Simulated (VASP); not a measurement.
## GeSe: single point with PBE+D3(BJ)

GeSe:

```xyz
8
Lattice="10.9599 0.0000 0.0000 0.0000 3.8765 0.0000 0.0000 0.0000 4.4301" Properties=species:S:1:pos:R:3 pbc="T T T"
Ge    1.3505    2.9074    3.9244
Ge    6.8305    2.9074    2.7208
Ge    4.1294    0.9691    1.7093
Ge    9.6094    0.9691    0.5057
Se    9.3669    2.9074    2.2240
Se    3.8869    2.9074   -0.0090
Se    7.0730    0.9691    4.4391
Se    1.5931    0.9691    2.2061
```

- Program: VASP 6.6.1
- Task: single point
- Functional: PBE
- Dispersion: D3(BJ)
- Potentials or basis: VASP PAW PBE potentials, release 64 (Ge_d, Se)
- Cutoff: 520 eV
- k mesh: 4 × 8 × 6
- Occupations: gaussian, width 0.02 eV
- Spin: no spin polarisation
- Dipole correction: no
- Further INCAR settings: ALGO = Fast; EDIFF = 1e-07; NBANDS = 50

```yaml
Pressure: 0.1 GPa
Largest_force: 0.020 eV/Å
Band_gap_on_the_k_mesh: 0.73 eV, indirect (least direct gap 0.93 eV)
Dispersion_energy_per_atom: -0.358 eV
```

Forces in eV/Å, atoms in the order of the input:
```
Ge  -0.014  0.000  0.015
Ge  -0.014  0.000 -0.015
Ge   0.014  0.000  0.015
Ge   0.014  0.000 -0.015
Se   0.009  0.000  0.014
Se   0.009  0.000 -0.014
Se  -0.009  0.000  0.014
Se  -0.009  0.000 -0.014
```

Levels at points of the mesh, in eV from the valence-band top:
| k point | band 37 | band 38 | band 39 | band 40 | band 41 | band 42 | band 43 | band 44 |
| --- | --- | --- | --- | --- | --- | --- | --- | --- |
| (0.00, 0.00, 0.00) | -1.39 | -1.07 | -0.84 | -0.20 | 0.73 | 2.64 | 2.67 | 2.69 |
| (0.50, 0.00, 0.00) | -1.69 | -1.69 | -0.45 | -0.45 | 2.35 | 2.35 | 2.41 | 2.41 |
| (0.00, 0.50, 0.00) | -1.40 | -1.40 | -1.17 | -1.17 | 1.10 | 1.10 | 1.21 | 1.21 |
| (0.50, 0.50, 0.00) | -1.52 | -1.52 | -1.52 | -1.52 | 1.48 | 1.48 | 1.48 | 1.48 |
| (0.00, 0.00, 0.50) | -0.96 | -0.96 | -0.39 | -0.39 | 1.23 | 1.23 | 1.93 | 1.93 |
| (0.50, 0.00, 0.50) | -0.58 | -0.58 | -0.53 | -0.53 | 1.27 | 1.27 | 1.93 | 1.93 |
| (0.00, 0.50, 0.50) | -2.17 | -2.17 | -1.49 | -1.49 | 2.83 | 2.83 | 3.25 | 3.25 |
| (0.50, 0.50, 0.50) | -1.47 | -1.47 | -1.47 | -1.47 | 2.57 | 2.57 | 2.57 | 2.57 |

Run time: 4.5 min on 1 thread of Intel(R) Xeon(R) 6975P-C (Granite Rapids), with other jobs on the host, peak memory 0.57 GiB.

A k mesh can miss the band edges.
